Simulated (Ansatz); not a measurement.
BN: symmetry broken, then relaxed

Level of theory: DFT r2SCAN, scalar-relativistic, plane waves, PAW (Ansatz). Cutoff 500 eV, Γ-centred 8×6×6 k-points, Gaussian smearing of 0.05 eV. No spin polarisation. Energies are free energies at this smearing, counted from the undisturbed cell; pressure is positive in compression.

The undisturbed cell (relaxed at this level; this wurtzite form isn't the usual structure):

```yaml
crystal:
  lattice:
    - [-2.54397, 0.00000, 0.00000]
    - [0.00000, 0.00000, -4.20774]
    - [0.00000, -4.40628, 0.00000]
  atoms:
    - { symbol: B, position: [0.00000, 0.00020, 0.33333] }
    - { symbol: B, position: [0.50000, 0.00020, 0.83333] }
    - { symbol: B, position: [0.50000, 0.50020, 0.16667] }
    - { symbol: B, position: [0.00000, 0.50020, 0.66667] }
    - { symbol: N, position: [0.00000, 0.37480, 0.33333] }
    - { symbol: N, position: [0.50000, 0.37480, 0.83333] }
    - { symbol: N, position: [0.50000, 0.87480, 0.16667] }
    - { symbol: N, position: [0.00000, 0.87480, 0.66667] }
```

The atoms are displaced (Å, in the unstrained cell):

| atom | ux | uy | uz |
| --- | --- | --- | --- |
| B1 | 0.070 | 0.063 | 0.003 |
| B2 | -0.487 | -0.440 | -0.018 |
| B3 | 0.070 | 0.063 | 0.003 |
| B4 | 0.070 | 0.063 | 0.003 |
| N5 | 0.070 | 0.063 | 0.003 |
| N6 | 0.070 | 0.063 | 0.003 |
| N7 | 0.070 | 0.063 | 0.003 |
| N8 | 0.070 | 0.063 | 0.003 |

Cell and atoms are then relaxed.

**Question.** Does the relaxation return to the undisturbed structure?

**Answer.** Yes (up to a choice of domain or origin): same space group and volume, and an energy 0.0 meV/atom from it. The disturbance itself cost 670.0 meV/atom. The final space group reads P6_3mc (tolerance 0.05 Å) and the volume changes by 0.00 %.

Final structure:

```
B N
1.0
    -2.54391    0.00006   -0.00012
    -0.00020   -0.00013   -4.20802
     0.00010   -4.40603   -0.00013
B N
4 4
Direct
  0.00001 0.00022 0.33333
  0.50001 0.00021 0.83333
  0.49997 0.50022 0.16667
  0.99998 0.50020 0.66667
  0.00000 0.37479 0.33334
  0.50001 0.37479 0.83333
  0.50002 0.87479 0.16667
  0.00000 0.87478 0.66666
```

The relaxation, step by step (energy from the first step; small jumps at an unchanged geometry come where the plane waves are selected anew for the new cell):

| step | ΔE (meV/atom) | largest force component (eV/Å) | pressure (GPa) |
| --- | --- | --- | --- |
| 1 | 0.0 | 17.393 | 20.51 |
| 2 | -346.5 | 8.156 | 3.93 |
| 3 | -522.8 | 5.069 | 0.64 |
| 4 | -653.7 | 1.581 | -2.65 |
| 5 | -670.0 | 0.036 | 0.41 |
| 6 | -670.0 | 0.004 | 0.01 |
| 7 | -670.0 | 0.004 | 0.01 |

Frames along the relaxation (Å, eV/Å):

```xyz
8
Lattice="-2.544 0.000 0.000 0.000 0.000 -4.208 0.000 -4.406 0.000" Properties=species:S:1:pos:R:3:forces:R:3 pbc="T T T" step=1
B    -2.474   -1.406    0.002   -1.015   -5.964   -0.876
B    -1.759   -4.112   -0.019   -1.089   17.393   -5.290
B    -1.202   -0.672   -2.102    0.007    0.733    0.517
B     0.070   -2.875   -2.102    0.225   -0.725   -0.912
N    -2.474   -1.406   -1.575   -0.067    0.553   -0.370
N    -1.202   -3.609   -1.575   -2.438   -2.785    0.214
N    -1.202   -0.672   -3.678    2.949   -8.621    5.029
N     0.070   -2.875   -3.678    1.428   -0.585    1.689
8
Lattice="-2.609 -0.012 -0.051 -0.085 -0.046 -4.292 -0.021 -4.341 -0.049" Properties=species:S:1:pos:R:3:forces:R:3 pbc="T T T" step=2
B    -2.525   -1.418   -0.082   -1.086   -3.032    0.026
B    -1.721   -3.888   -0.097    1.537    8.156   -2.142
B    -1.301   -0.734   -2.191   -0.252    0.367    0.126
B    -0.035   -2.897   -2.166    0.357    0.396   -0.772
N    -2.606   -1.431   -1.676    0.086   -0.589    0.149
N    -1.363   -3.634   -1.718   -1.081   -0.903    2.169
N    -1.305   -0.735   -3.785   -0.022   -2.845    1.329
N     0.040   -2.836   -3.706    0.462   -1.549   -0.885
8
Lattice="-2.597 -0.012 -0.031 -0.051 -0.029 -4.245 -0.020 -4.367 -0.030" Properties=species:S:1:pos:R:3:forces:R:3 pbc="T T T" step=3
B    -2.548   -1.446   -0.051   -0.619   -1.532    0.100
B    -1.544   -3.798   -0.057    2.456    5.069   -1.137
B    -1.301   -0.738   -2.149   -0.143    0.181    0.005
B    -0.026   -2.915   -2.139    0.164    0.258   -0.321
N    -2.599   -1.450   -1.632    0.042   -0.427    0.114
N    -1.342   -3.655   -1.655   -0.570   -0.394    1.395
N    -1.308   -0.740   -3.735   -0.346   -1.843    0.618
N     0.020   -2.874   -3.684   -0.984   -1.312   -0.773
8
Lattice="-2.571 -0.008 -0.010 -0.016 -0.012 -4.212 -0.014 -4.396 -0.012" Properties=species:S:1:pos:R:3:forces:R:3 pbc="T T T" step=4
B    -2.550   -1.473   -0.018   -0.515   -0.239    0.033
B    -1.359   -3.711   -0.024    1.264    1.581    0.279
B    -1.283   -0.735   -2.116   -0.115   -0.029    0.011
B    -0.011   -2.928   -2.118   -0.101   -0.012    0.169
N    -2.567   -1.464   -1.591   -0.057   -0.283   -0.057
N    -1.308   -3.672   -1.594    0.009    0.094    0.038
N    -1.300   -0.749   -3.695    0.123   -0.156    0.181
N    -0.018   -2.924   -3.676   -0.608   -0.956   -0.654
8
Lattice="-2.544 0.000 0.001 0.002 0.001 -4.205 -0.001 -4.405 0.001" Properties=species:S:1:pos:R:3:forces:R:3 pbc="T T T" step=5
B    -2.544   -1.468    0.001    0.015   -0.011   -0.007
B    -1.272   -3.672    0.001   -0.010    0.036   -0.012
B    -1.271   -0.733   -2.102    0.009   -0.023   -0.026
B     0.000   -2.936   -2.102   -0.003    0.001   -0.018
N    -2.543   -1.468   -1.575   -0.017   -0.002    0.023
N    -1.272   -3.671   -1.575    0.016    0.017    0.014
N    -1.271   -0.733   -3.678   -0.004   -0.007    0.013
N     0.001   -2.936   -3.678   -0.005   -0.012    0.012
8
Lattice="-2.544 0.000 0.000 0.000 0.000 -4.208 0.000 -4.406 0.000" Properties=species:S:1:pos:R:3:forces:R:3 pbc="T T T" step=6
B    -2.544   -1.469   -0.001    0.000   -0.001    0.003
B    -1.272   -3.672   -0.001    0.001    0.000    0.003
B    -1.272   -0.734   -2.105   -0.002    0.000    0.003
B     0.000   -2.937   -2.105   -0.001    0.000    0.001
N    -2.544   -1.469   -1.577    0.001    0.001   -0.003
N    -1.272   -3.672   -1.577    0.001   -0.001   -0.001
N    -1.272   -0.734   -3.681    0.001    0.002   -0.002
N     0.000   -2.937   -3.681   -0.001   -0.002   -0.004
8
Lattice="-2.544 0.000 0.000 0.000 0.000 -4.208 0.000 -4.406 0.000" Properties=species:S:1:pos:R:3:forces:R:3 pbc="T T T" step=7
B    -2.544   -1.469   -0.001    0.000   -0.001    0.003
B    -1.272   -3.672   -0.001    0.001    0.000    0.003
B    -1.272   -0.734   -2.105   -0.002    0.000    0.003
B     0.000   -2.937   -2.105   -0.001    0.000    0.001
N    -2.544   -1.469   -1.577    0.001    0.001   -0.003
N    -1.272   -3.672   -1.577    0.001   -0.001   -0.001
N    -1.272   -0.734   -3.681    0.001    0.001   -0.002
N     0.000   -2.937   -3.681   -0.001   -0.001   -0.004
```

Cost: 3 runs of about 12 core-minutes in all, on Intel Xeon Processor @ 2.50GHz (Skylake/Cascade Lake) (shared hosts).